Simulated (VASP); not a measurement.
# ZnS (P6_3mc) in VASP: electric field gradients with PBE

Aim: the electric field gradients of ZnS with PBE.

Program: VASP 6.6.1. These are calculated values, not measurements. Logs are shortened: lines on timing, memory, paths and dates and some standing lists are left out, and cuts for length are marked.

**Measured values to compare with.**

From a printed reference work, monograph, for a bulk crystal of ZnS at 4 K: band gap 3.911 eV (direct).

How close the calculation comes is told below.

**1. The crystal as given**

The structure is hexagonal, space group P6_3mc (No. 186). The conventional cell has a = 3.811 Å, b = 3.811 Å, c = 6.234 Å, α = 90.00°, β = 90.00°, γ = 120.00°. Zn (site symmetry 3m) has 4 S at 2.31 to 2.40 Å as nearest neighbours. S (site symmetry 3m) has 4 Zn at 2.31 to 2.40 Å as nearest neighbours.

**2. Electric field gradients, PBE**

INCAR reads:

```
ALGO = Normal
EDIFF = 1E-8
ENCUT = 520
GGA = PE
ISIF = 2
ISMEAR = -1
LASPH = True
LCHARG = False
LEFG = True
LREAL = False
LWAVE = False
NBANDS = 26
NELM = 100
PREC = Accurate
SIGMA = 0.03
```

KPOINTS reads:

```
k-points
0
Gamma
  8 8 5
```

POSCAR reads:

```
ZnS
1.0
    3.8109987816      0.0000000000      0.0000000000
   -1.9054993908      3.3004217586      0.0000000000
    0.0000000000      0.0000000000      6.2340000000
Zn S
2 2
Direct
    0.3333333333      0.6666666667      0.0000000000
    0.6666666667      0.3333333333      0.5000000000
    0.3333333333      0.6666666667      0.3850000000
    0.6666666667      0.3333333333      0.8850000000
```

Potentials or basis: VASP PAW PBE potentials, release 64 (Zn, S).

Command:

```sh
cat potpaw_PBE.64/Zn/POTCAR potpaw_PBE.64/S/POTCAR > POTCAR
mpirun -np 1 vasp_std > vasp.out
```

OUTCAR:

```text
EDIFF = 1E-8
   ENCUT = 520
   GGA = PE
   ISIF = 2
   ISMEAR = -1
   LASPH = True
   LREAL = False
   NELM = 100
   PREC = Accurate

 ion  position               nearest neighbor table
   1  0.333  0.667  0.000-   4 2.31   4 2.31   4 2.31   3 2.40
   2  0.667  0.333  0.500-   3 2.31   3 2.31   3 2.31   4 2.40
   3  0.333  0.667  0.385-   2 2.31   2 2.31   2 2.31   1 2.40
   4  0.667  0.333  0.885-   1 2.31   1 2.31   1 2.31   2 2.40

  LATTYP: Found a hexagonal cell.
 ALAT       =     3.8109987816
 C/A-ratio  =     1.6357916539

  Lattice vectors:

 A1 = (   3.8109987816,   0.0000000000,   0.0000000000)
 A2 = (  -1.9054993908,   3.3004217586,   0.0000000000)
 A3 = (   0.0000000000,   0.0000000000,   6.2340000000)

Analysis of symmetry for initial positions (statically):
=====================================================================
 Subroutine PRICEL returns:
 Original cell was already a primitive cell.

 Routine SETGRP: Setting up the symmetry group for a
 hexagonal supercell.

 Subroutine GETGRP returns: Found 12 space group operations
 (whereof  6 operations were pure point group operations)
 out of a pool of 24 trial point group operations.

The static configuration has the point symmetry C_3v.
 The point group associated with its full space group is C_6v.

Analysis of symmetry for dynamics (positions and initial velocities):
=====================================================================
 Subroutine PRICEL returns:
 Original cell was already a primitive cell.

 Routine SETGRP: Setting up the symmetry group for a
 hexagonal supercell.

 Subroutine GETGRP returns: Found 12 space group operations
 (whereof  6 operations were pure point group operations)
 out of a pool of 24 trial point group operations.

The dynamic configuration has the point symmetry C_3v.
 The point group associated with its full space group is C_6v.

 Subroutine INISYM returns: Found 12 space group operations
 (whereof  6 operations are pure point group operations),
 and found     1 'primitive' translations

----------------------------------------------------------------------------------------

                                     Primitive cell

  volume of cell :      78.4106

  direct lattice vectors                    reciprocal lattice vectors
     3.810998782  0.000000000  0.000000000     0.262398405  0.151495789  0.000000000
    -1.905499391  3.300421759  0.000000000     0.000000000  0.302991579  0.000000000
     0.000000000  0.000000000  6.234000000     0.000000000  0.000000000  0.160410651

  length of vectors
     3.810998782  3.810998782  6.234000000     0.302991579  0.302991579  0.160410651

  position of ions in fractional coordinates (direct lattice)
     0.333333333  0.666666667  0.000000000
     0.666666667  0.333333333  0.500000000
     0.333333333  0.666666667  0.385000000
     0.666666667  0.333333333  0.885000000

  ion indices of the primitive-cell ions
   primitive index   ion index
                 1           1
                 2           2
                 3           3
                 4           4

----------------------------------------------------------------------------------------

 KPOINTS: k-points

Automatic generation of k-mesh.
 Grid dimensions read from file:
 generate k-points for:    8    8    5

 Generating k-lattice:

  Cartesian coordinates                     Fractional coordinates (reciprocal lattice)
     0.032799801  0.018936974  0.000000000     0.125000000  0.000000000  0.000000000
     0.000000000  0.037873947  0.000000000     0.000000000  0.125000000  0.000000000
     0.000000000  0.000000000  0.032082130     0.000000000  0.000000000  0.200000000

  Length of vectors
     0.037873947  0.037873947  0.032082130

  Shift w.r.t. Gamma in fractional coordinates (k-lattice)
     0.000000000  0.000000000  0.000000000

 Subroutine IBZKPT returns following result:
 ===========================================

 Found     30 irreducible k-points:

 Following reciprocal coordinates:
            Coordinates               Weight
  0.000000  0.000000  0.000000      1.000000
  0.125000  0.000000  0.000000      6.000000
  0.250000  0.000000  0.000000      6.000000
  0.375000 -0.000000  0.000000      6.000000
  0.500000  0.000000  0.000000      3.000000
  0.125000  0.125000  0.000000      6.000000
[... 16 lines left out ...]
  0.250000  0.000000  0.400000     12.000000
  0.375000 -0.000000  0.400000     12.000000
 [... further k-points ...]
   k-points           NKPTS =     30   k-points in BZ     NKDIM =     30   number of bands    NBANDS=     26
   number of dos      NEDOS =    301   number of ions     NIONS =      4
   total plane-waves  NPLWV =  37632
   dimension x,y,z NGX =    28 NGY =   28 NGZ =   48
   dimension x,y,z NGXF=    56 NGYF=   56 NGZF=   96
   ions per type =               2   2
   NGX,Y,Z   is equivalent  to a cutoff of  12.21, 12.21, 12.80 a.u.
   NGXF,Y,Z  is equivalent  to a cutoff of  24.43, 24.43, 25.60 a.u.
 SYSTEM =  unknown system
   PREC   = accura    normal or accurate (medium, high low for compatibility)
   ISTART =      0    job   : 0-new  1-cont  2-samecut
   ICHARG =      2    charge: 1-file 2-atom 10-const
   ISPIN  =      1    spin polarized calculation?
   LNONCOLLINEAR =      F non collinear calculations
   LSORBIT =      F    spin-orbit coupling
   LASPH  =      T    aspherical Exc in radial PAW
   ENCUT  =  520.0 eV  38.22 Ry    6.18 a.u.   7.09  7.09 11.59*2*pi/ulx,y,z
   NELM   =    100;   NELMIN=  2; NELMDL= -5     # of ELM steps
   EDIFF  = 0.1E-07   stopping-criterion for ELM
   LREAL  =      F    real-space projection
   EDIFFG = 0.1E-06   stopping-criterion for IOM
   NSW    =      0    number of steps for IOM
   IBRION =     -1    ionic relax: 0-MD 1-quasi-New 2-CG
   NFREE  =      0    steps in history (QN), initial steepest desc. (CG)
   ISIF   =      2    stress and relaxation
   ISYM   =      2    0-nonsym 1-usesym 2-fastsym
   POTIM  = 0.5000    time-step for ionic-motion
   TEBEG  =    0.0;   TEEND  =   0.0 temperature during run
   PSTRESS=    0.0 pullay stress
   NELECT =      36.0000    total number of electrons
   NUPDOWN=      -1.0000    fix difference up-down
   EMIN   =  10.00;   EMAX   =-10.00  energy-range for DOS
   EFERMI =   0.00;   METHOD = LEGACY
   ISMEAR =    -1;   SIGMA  =   0.03  broadening in eV -4-tet -1-fermi 0-gaus
   EFERMI_NEDOS =   21; number of points for ismear=-14 and -15
   IALGO  =     38    algorithm
   IMIX   =      4    mixing-type and parameters
     AMIX     =   0.40;   BMIX     =  1.00
     AMIX_MAG =   1.60;   BMIX_MAG =  1.00
  volume/ion in A,a.u.               =      19.60       132.29
  Fermi-wavevector in a.u.,A,eV,Ry     =   1.262944  2.386617 21.701656  1.595027
  Thomas-Fermi vector in A             =   2.396326
   LORBIT       =      0    0 simple, 1 ext, 2 COOP (PROOUT), +10 PAW based schemes
   GGA     = PE    functional components
   LHFCALC =     F    Hartree Fock is set to
   AEXX    =    0.0000 exact exchange contribution
   IVDW    =     0    specifies the selected vdW correction
   LEPSILON=     F    determine dielectric tensor
   LRPA    =     F    only Hartree local field effects (RPA)
 non-spin polarized calculation
  energy-cutoff  :      520.00
  volume of cell :       78.41
 maximum number of plane-waves:      2128
   NGX = 15   NGY = 15   NGZ = 23

 number of electron      35.9999977 magnetization

 Free energy of the ion-electron system (eV)
  ---------------------------------------------------
  ext. energy  EPLUGINS =         0.00000000
  ---------------------------------------------------
  free energy    TOTEN  =       -13.65381114 eV

  energy without entropy =      -13.65381114  energy(sigma->0) =      -13.65381114

 E-fermi :   2.7811     XC(G=0):  -9.6512

 val. band max:        2.1626116798   @ k =   0.0000   0.0000   0.0000
 cond. band min:       4.4157768118   @ k =   0.0000   0.0000   0.0000
 fundamental gap:      2.2531651320
 Fermi energy:         2.7811444513

 k-point     1 :       0.0000    0.0000    0.0000
  band No.  band energies     occupation
      1     -11.0310      2.00000
      2     -10.1080      2.00000
      3      -4.2065      2.00000
      4      -4.2065      2.00000
      5      -4.1422      2.00000
      6      -4.1422      2.00000
[... 18 lines left out ...]
     25       9.7855      0.00000
     26      11.4724      0.00000

 k-point     2 :       0.1250    0.0000    0.0000
  band No.  band energies     occupation
      1     -10.9247      2.00000
      2     -10.0469      2.00000
      3      -4.2150      2.00000
      4      -4.1813      2.00000
      5      -4.1351      2.00000
      6      -4.1098      2.00000
[... 18 lines left out ...]
     25      10.2701      0.00000
     26      10.8064      0.00000

 k-point     3 :       0.2500    0.0000    0.0000
  band No.  band energies     occupation
      1     -10.6396      2.00000
      2      -9.9041      2.00000
      3      -4.2164      2.00000
      4      -4.1254      2.00000
      5      -4.1117      2.00000
      6      -4.0286      2.00000
[... 18 lines left out ...]
     25      10.6044      0.00000
     26      11.1024      0.00000

 k-point     4 :       0.3750   -0.0000    0.0000
  band No.  band energies     occupation
      1     -10.2876      2.00000
      2      -9.7884      2.00000
      3      -4.1862      2.00000
      4      -4.0807      2.00000
      5      -4.0472      2.00000
      6      -3.9401      2.00000
[... 18 lines left out ...]
     25      10.9604      0.00000
     26      12.4441      0.00000
[... 496 lines left out ...]
      1     -10.6508      2.00000
      2     -10.3817      2.00000
      3      -4.2068      2.00000
      4      -4.1776      2.00000
      5      -4.1624      2.00000
      6      -4.1403      2.00000
[... 18 lines left out ...]
     25       9.5573      0.00000
     26       9.9055      0.00000

 k-point    23 :       0.2500    0.0000    0.4000
  band No.  band energies     occupation
      1     -10.4023      2.00000
      2     -10.1756      2.00000
      3      -4.2147      2.00000
      4      -4.1755      2.00000
      5      -4.0956      2.00000
      6      -4.0653      2.00000
[... 18 lines left out ...]
     25      10.1143      0.00000
     26      10.6279      0.00000

 k-point    24 :       0.3750   -0.0000    0.4000
  band No.  band energies     occupation
      1     -10.1154      2.00000
      2      -9.9604      2.00000
      3      -4.1956      2.00000
      4      -4.1527      2.00000
      5      -4.0338      2.00000
      6      -3.9900      2.00000
[... 18 lines left out ...]
     25      11.2379      0.00000
     26      11.5780      0.00000

 [... further k-points ...]

------------------------ aborting loop because EDIFF is reached ----------------------------------------

  FORCE on cell =-STRESS in cart. coord.  units (eV):
  Direction    XX          YY          ZZ          XY          YZ          ZX
  --------------------------------------------------------------------------------------
  -------------------------------------------------------------------------------------
  Total        1.5618252      1.5618252      0.5540457      0.0000000     -0.0000000      0.0000000
  in kB       31.9130233     31.9130233     11.3209041      0.0000000     -0.0000000      0.0000000
  external PRESSURE =      25.0489836 kB  Pullay stress =       0.0000000 kB

 VOLUME and BASIS-vectors are now :
 -----------------------------------------------------------------------------
  energy-cutoff  :      520.00
  volume of cell :       78.41
      direct lattice vectors                 reciprocal lattice vectors
     3.810998782  0.000000000  0.000000000     0.262398405  0.151495789  0.000000000
    -1.905499391  3.300421759  0.000000000     0.000000000  0.302991579  0.000000000
     0.000000000  0.000000000  6.234000000     0.000000000  0.000000000  0.160410651

 POSITION                                       TOTAL-FORCE (eV/Angst)
 -----------------------------------------------------------------------------------
     -0.00000      2.20028      0.00000         0.000000      0.000000      0.322757
      1.90550      1.10014      3.11700         0.000000     -0.000000      0.322757
     -0.00000      2.20028      2.40009        -0.000000      0.000000     -0.322757
      1.90550      1.10014      5.51709         0.000000      0.000000     -0.322757
 -----------------------------------------------------------------------------------
    total drift:                               -0.000000     -0.000000      0.000428

  FREE ENERGIE OF THE ION-ELECTRON SYSTEM (eV)
  ---------------------------------------------------
  free  energy   TOTEN  =       -13.6538111377 eV

  energy  without entropy=      -13.6538111377  energy(sigma->0) =      -13.65381114

 Electric field gradients (V/A^2)
---------------------------------------------------------------------
 ion       V_xx      V_yy      V_zz      V_xy      V_xz      V_yz
---------------------------------------------------------------------
   1      -9.651    -9.645    19.296     0.006    -0.000     0.000
   2      -9.651    -9.645    19.296     0.006     0.000    -0.000
   3       2.845     2.844    -5.689    -0.000    -0.000     0.000
   4       2.845     2.844    -5.689    -0.000     0.000    -0.000
---------------------------------------------------------------------

 Electric field gradients after diagonalization (V/A^2)
 (convention: |V_zz| > |V_xx| > |V_yy|)
----------------------------------------------------------------------
 ion       V_xx      V_yy      V_zz     asymmetry (V_yy - V_xx)/ V_zz
----------------------------------------------------------------------
   1      -9.654    -9.641    19.296       0.001
   2      -9.654    -9.641    19.296       0.001
   3       2.845     2.844    -5.689       0.000
   4       2.845     2.844    -5.689       0.000
----------------------------------------------------------------------

           NMR quadrupolar parameters

 Cq : quadrupolar parameter    Cq=e*Q*V_zz/h
 eta: asymmetry parameters     (V_yy - V_xx)/ V_zz
 Q  : nuclear electric quadrupole moment in mb (millibarn)
----------------------------------------------------------------------
 ion       Cq(MHz)       eta       Q (mb)
----------------------------------------------------------------------
   1       0.047       0.001       1.000
   2       0.047       0.001       1.000
   3      -0.014       0.000       1.000
   4      -0.014       0.000       1.000
----------------------------------------------------------------------
```

Run time: 29 s. Hardware: 1 thread of Intel Xeon 6975P-C (Granite Rapids), shared host; peak memory 0.21 GiB.

What came out:

| Item | Value |
| --- | --- |
| Free energy | -13.6538 eV |
| Pressure | 2.5 GPa |
| Largest force | 0.323 eV/Å |
| Band gap on the k mesh | 2.25 eV, direct |

Forces on the atoms (eV/Å):
```
Zn   0.000  0.000  0.323
Zn   0.000  0.000  0.323
S    0.000  0.000 -0.323
S    0.000  0.000 -0.323
```

Levels at points of the mesh, in eV from the valence-band top:
```tsv
k point	band 14	band 15	band 16	band 17	band 18	band 19	band 20	band 21	band 22	band 23
(0.00, 0.00, 0.00)	-0.86	-0.86	-0.01	-0.01	0.00	2.25	3.00	6.30	6.30	6.61
(0.50, 0.00, 0.00)	-4.21	-3.16	-2.25	-1.56	-0.98	3.62	4.27	5.18	7.14	7.42
```

Electric field gradients, principal values (V/Å²):
```csv
atom,Vxx,Vyy,Vzz
1 Zn,-9.641,-9.654,19.296
2 Zn,-9.641,-9.654,19.296
3 S,2.844,2.845,-5.689
4 S,2.844,2.845,-5.689
```

**3. Comparison with measurements**

Step 2. A measured gap of ZnS is 3.911 eV (direct; 4 K; a printed reference work, monograph); the calculated 2.25 eV misses it by -1.66 eV. The value is that of PBE, without temperature or zero-point motion. Semilocal functionals fall short of measured gaps as a rule.
